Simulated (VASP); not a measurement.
# In8Se7 (a cell with a defect) in VASP: a series of runs, part 2 of 2

VASP 6.6.1. The steps go on from the part before.

## (3) Single point, PBE

Input file INCAR:

```
SYSTEM = In8Se7
  PREC = Accurate
  ENCUT = 520
  EDIFF = 1E-6
  ISMEAR = 1
  SIGMA = 0.15
  LREAL = Auto
  LASPH = .TRUE.
  NELM = 100
  ALGO = Fast
  ISIF = 2
  LWAVE = .FALSE.
  LCHARG = .FALSE.
  GGA = PE
  NBANDS = 86
```

Input file KPOINTS:

```
regular mesh
0
G
  2 2 2
  0 0 0
```

Input file POSCAR:

```
In8Se7
1.0
    3.9849065200      6.9020605600      0.0000000000
   -3.9849065200      6.9020605600      0.0000000000
    0.0000000000     -2.3006868500      8.4081540000
Se In
7 8
Direct
    0.4147625477     -0.0880858855      0.4802209855
    0.4157227197      0.4156795568      0.5121165716
    0.3177487412      0.8086541088      0.8579692998
    0.8078678121      0.3183875721      0.8580054552
    0.9114079178      0.4150682948      0.4803231482
    0.8067472881      0.8076230928      0.8585102033
    0.9111162907      0.9118071475      0.4792638194
    0.0007579981      0.0013241344     -0.0024905586
    0.0538283962      0.0541257683      0.3266686124
    0.0485614547      0.4761004676     -0.0069803669
    0.0684465787      0.5479188048      0.3324603712
    0.4745117907      0.0506727391     -0.0077175085
    0.5473842925      0.0686463371      0.3315769430
    0.4730765688      0.4738284058     -0.0094439279
    0.5462050575      0.5467184949      0.3332637580
```

Potentials or basis: VASP PAW PBE potentials, release 64 (Se, In_d).

Started as:

```bash
$ cat potpaw_PBE.64/Se/POTCAR potpaw_PBE.64/In_d/POTCAR > POTCAR
$ mpirun -np 1 vasp_std > vasp.out
```

OUTCAR:

```text
SYSTEM = In8Se7
   PREC = Accurate
   ENCUT = 520
   EDIFF = 1E-6
   ISMEAR = 1
   LREAL = Auto
   LASPH = .TRUE.
   NELM = 100
   ISIF = 2
   GGA = PE

 ion  position               nearest neighbor table
   1  0.415  0.912  0.480-   9 2.65  13 2.65  15 2.66
   2  0.416  0.416  0.512-  11 2.66  13 2.66  15 2.68
   3  0.318  0.809  0.858-   8 2.63  12 2.71  14 2.73
   4  0.808  0.318  0.858-   8 2.63  10 2.71  14 2.73
   5  0.911  0.415  0.480-   9 2.65  11 2.65  15 2.66
   6  0.807  0.808  0.859-   8 2.63  10 2.71  12 2.72
   7  0.911  0.912  0.479-   9 2.65  11 2.65  13 2.65
   8  0.001  0.001  0.998-   3 2.63   4 2.63   6 2.63   9 2.77  10 4.00  12 4.00  10 4.00  14 4.00
                            12 4.00  14 4.00
   9  0.054  0.054  0.327-   7 2.65   1 2.65   5 2.65   8 2.77  13 3.98  11 3.98  15 3.99  15 3.99
                            11 3.99  13 3.99
  10  0.049  0.476  0.993-   4 2.71   6 2.71  11 2.87  14 3.38  12 3.39   8 4.00   8 4.00
  11  0.068  0.548  0.332-   7 2.65   5 2.65   2 2.66  10 2.87  15 3.80  13 3.82   9 3.98   9 3.99
[... 4 lines left out ...]
  14  0.473  0.474  0.991-   4 2.73   3 2.73  15 2.89  12 3.37  10 3.38   8 4.00   8 4.00
  15  0.546  0.547  0.333-   1 2.66   5 2.66   2 2.68  14 2.89  11 3.80  13 3.80   9 3.99   9 3.99

  LATTYP: Found a base centered monoclinic cell.
 ALAT       =    13.8041211200
 B/A-ratio  =     0.5773502689
 C/A-ratio  =     0.6314952259
 COS(beta)  =    -0.2639238740

  Lattice vectors:

 A1 = (   3.9849065200,   6.9020605600,   0.0000000000)
 A2 = (  -3.9849065200,   6.9020605600,   0.0000000000)
 A3 = (   0.0000000000,  -2.3006868500,   8.4081540000)

Analysis of symmetry for initial positions (statically):
=====================================================================
 Subroutine PRICEL returns:
 Original cell was already a primitive cell.

 Routine SETGRP: Setting up the symmetry group for a
 base centered monoclinic supercell.

[... 165 lines left out ...]
   NGX = 29   NGY = 29   NGZ = 33

 number of electron     146.0000010 magnetization

 Free energy of the ion-electron system (eV)
  ---------------------------------------------------
  ext. energy  EPLUGINS =         0.00000000
  ---------------------------------------------------
  free energy    TOTEN  =       -50.77106870 eV

  energy without entropy =      -50.78234244  energy(sigma->0) =      -50.77482661

 E-fermi :   3.5636     XC(G=0):  -8.6957

 val. band max:        3.4682977168   @ k =   0.0000   0.0000   0.5000
 cond. band min:       3.8143245713   @ k =   0.0000   0.5000   0.5000
 fundamental gap:      0.3460268545
 Fermi energy:         3.5636154269

 k-point     1 :       0.0000    0.0000    0.0000
  band No.  band energies     occupation
      1     -11.1203      2.00000
      2     -11.1187      2.00000
      3     -11.1144      2.00000
      4     -11.0372      2.00000
      5     -11.0224      2.00000
      6     -11.0188      2.00000
[... 693 lines left out ...]
     84       7.3982      0.00000
     85       7.7979      0.00000
 [bands above 85 left out]

------------------------ aborting loop because EDIFF is reached ----------------------------------------

  FORCE on cell =-STRESS in cart. coord.  units (eV):
  Direction    XX          YY          ZZ          XY          YZ          ZX
  --------------------------------------------------------------------------------------
  -------------------------------------------------------------------------------------
  Total        3.7047618      3.4493239      2.7565265      0.0313710      0.5427004     -0.0013602
  in kB       12.8334467     11.9485993      9.5487209      0.1086705      1.8799365     -0.0047117
  external PRESSURE =      11.4435890 kB  Pullay stress =       0.0000000 kB

 VOLUME and BASIS-vectors are now :
 -----------------------------------------------------------------------------
  energy-cutoff  :      520.00
  volume of cell :      462.52
      direct lattice vectors                 reciprocal lattice vectors
     3.984906520  6.902060560  0.000000000     0.125473458  0.072442135  0.019822028
    -3.984906520  6.902060560  0.000000000    -0.125473458  0.072442135  0.019822028
     0.000000000 -2.300686850  8.408154000     0.000000000  0.000000000  0.118932170

 POSITION                                       TOTAL-FORCE (eV/Angst)
 -----------------------------------------------------------------------------------
     -1.98110      8.05196      4.03777         0.004818      0.002061      0.012559
      0.00017      4.56017      4.30595        -0.002462      0.000176      0.021614
     -1.95621      5.80058      7.21394        -0.000036      0.002123     -0.006729
      1.95053      5.79948      7.21424        -0.003503     -0.000352     -0.008521
      1.97787      8.05035      4.03863        -0.003552      0.001760      0.012002
     -0.00349      9.16732      7.21849        -0.001646     -0.001837     -0.005389
     -0.00275     11.47929      4.02972        -0.000707      0.003909      0.011732
     -0.00226     -2.28059      8.38721         0.002144      0.005902     -0.007281
     -0.00119     -0.00646      2.74668         0.002224     -0.007626     -0.027189
     -1.70370      1.33662      8.34946         0.019828      0.004760      0.006849
     -1.91065      3.48930      2.79538        -0.005894     -0.004004      0.000946
      1.68896      1.34192      8.34326        -0.015326      0.015940      0.006388
      1.90773      3.48903      2.78795         0.002102     -0.001052     -0.004660
     -0.00300      4.25664      8.32875        -0.006180     -0.017659     -0.000865
     -0.00205      6.77669      2.80213         0.008191     -0.004101     -0.011455
 -----------------------------------------------------------------------------------
    total drift:                                0.012894     -0.033089      0.019626

  FREE ENERGIE OF THE ION-ELECTRON SYSTEM (eV)
  ---------------------------------------------------
  free  energy   TOTEN  =       -50.7710686962 eV

  energy  without entropy=      -50.7823424355  energy(sigma->0) =      -50.77482661
```

OSZICAR:

```text
N       E                     dE             d eps       ncg     rms          rms(c)
DAV:   1     0.163887172518E+04    0.16389E+04   -0.63192E+04  1376   0.189E+03
DAV:   2     0.244463101523E+03   -0.13944E+04   -0.13643E+04  1376   0.515E+02
DAV:   3    -0.250270887052E+02   -0.26949E+03   -0.25835E+03  1564   0.226E+02
DAV:   4    -0.515416061457E+02   -0.26515E+02   -0.26099E+02  1680   0.660E+01
[... 15 lines left out ...]
RMM:  20    -0.507710830959E+02    0.12366E-04   -0.11742E-05  1395   0.902E-03    0.107E-01
RMM:  21    -0.507710768207E+02    0.62752E-05   -0.64181E-06  1303   0.752E-03    0.728E-02
RMM:  22    -0.507710714840E+02    0.53367E-05   -0.84545E-06  1356   0.635E-03    0.388E-02
RMM:  23    -0.507710695355E+02    0.19485E-05   -0.28571E-06  1159   0.558E-03    0.224E-02
RMM:  24    -0.507710686962E+02    0.83936E-06   -0.20818E-06  1052   0.404E-03
   1 F= -.50771069E+02 E0= -.50774827E+02  d E =0.112737E-01
```

It took 8.4 min on 1 thread of Intel Xeon 6975P-C (Granite Rapids), shared host; peak memory 0.63 GiB.

What came out:

```yaml
Free_energy: -50.7711 eV
Pressure: 1.1 GPa
Largest_force: 0.028 eV/Å
Band_gap_on_the_k_mesh: 0.35 eV, indirect (least direct gap 0.55 eV)
```

Forces in eV/Å, atoms in the order of the input:
```
Se   0.005  0.002  0.013
Se  -0.002  0.000  0.022
Se   0.000  0.002 -0.007
Se  -0.004  0.000 -0.009
Se  -0.004  0.002  0.012
Se  -0.002 -0.002 -0.005
Se  -0.001  0.004  0.012
In   0.002  0.006 -0.007
In   0.002 -0.008 -0.027
In   0.020  0.005  0.007
In  -0.006 -0.004  0.001
In  -0.015  0.016  0.006
In   0.002 -0.001 -0.005
In  -0.006 -0.018 -0.001
In   0.008 -0.004 -0.011
```

Levels at points of the mesh, in eV from the valence-band top:
```
           k point  band 69  band 70  band 71  band 72  band 73  band 74  band 75  band 76  band 77  band 78
(0.00, 0.00, 0.00)    -1.07    -1.01    -0.83    -0.82    -0.33     1.33     1.50     1.59     1.80     2.07
(0.50, 0.00, 0.00)    -1.23    -1.11    -0.92    -0.62    -0.15     0.65     1.54     2.09     2.45     2.51
(0.00, 0.50, 0.00)    -1.22    -1.11    -0.92    -0.62    -0.16     0.65     1.54     2.09     2.45     2.51
(0.50, 0.50, 0.00)    -1.11    -1.00    -0.81    -0.50    -0.09     0.59     1.54     2.37     2.42     2.47
(0.00, 0.00, 0.50)    -1.05    -1.00    -0.83    -0.83     0.00     1.38     1.46     1.49     1.85     1.94
(0.50, 0.00, 0.50)    -1.14    -1.07    -0.91    -0.27    -0.21     0.35     1.54     2.36     2.46     2.61
(0.00, 0.50, 0.50)    -1.13    -1.07    -0.91    -0.27    -0.22     0.35     1.54     2.37     2.46     2.61
(0.50, 0.50, 0.50)    -1.18    -1.12    -0.99    -0.46    -0.15     0.40     1.49     2.19     2.54     2.59
```

Caveat: the k mesh is coarse (spacing up to 0.46 Å⁻¹), so the values aren't converged; spin-orbit coupling is left out, which moves the levels of the heavy elements.
